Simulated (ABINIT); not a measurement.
WS2:

```xyz
3
Lattice="1.5790 0.9116 6.1633 -1.5790 0.9116 6.1633 0.0000 -1.8233 6.1633" Properties=species:S:1:pos:R:3 pbc="T T T"
W     0.0000    0.0000    0.0000
S     0.0000    0.0000   10.7427
S     0.0000    0.0000   13.8730
```

Measurements of this composition are mostly on another form, of space group No. 194.

Base run:

```yaml
Program: ABINIT 10.8.3 (patched build)
Functional: SCAN
Potentials_or_basis: JTH PAW PBE v2.0
Cutoff: 653 eV
k_mesh: 10 × 10 × 10
Occupations: fermi-dirac, width 0.05 eV
Spin: no spin polarisation
```

Its results: band gap on the k mesh 1.19 eV, indirect (least direct gap 2.34 eV); pressure 0.8 GPa; largest force 0.597 eV/Å.

After a change of settings the same cell gave: band gap on the k mesh 1.05 eV, indirect (least direct gap 2.23 eV); pressure -0.9 GPa; largest force 0.601 eV/Å. Which change was it?
A. functional from SCAN to r2SCAN
B. functional from SCAN to LDA
C. functional from SCAN to revPBE
D. functional from SCAN to AM05

D.

SCAN gives the wider gap, since meta-GGAs in the generalised Kohn-Sham scheme recover part of the derivative discontinuity.

Caveats: the PAW data sets were made with another functional, which shifts forces and pressure a little; spin-orbit coupling is left out, which moves the levels of the heavy elements.

Runs at the PBE level aren't shown here.
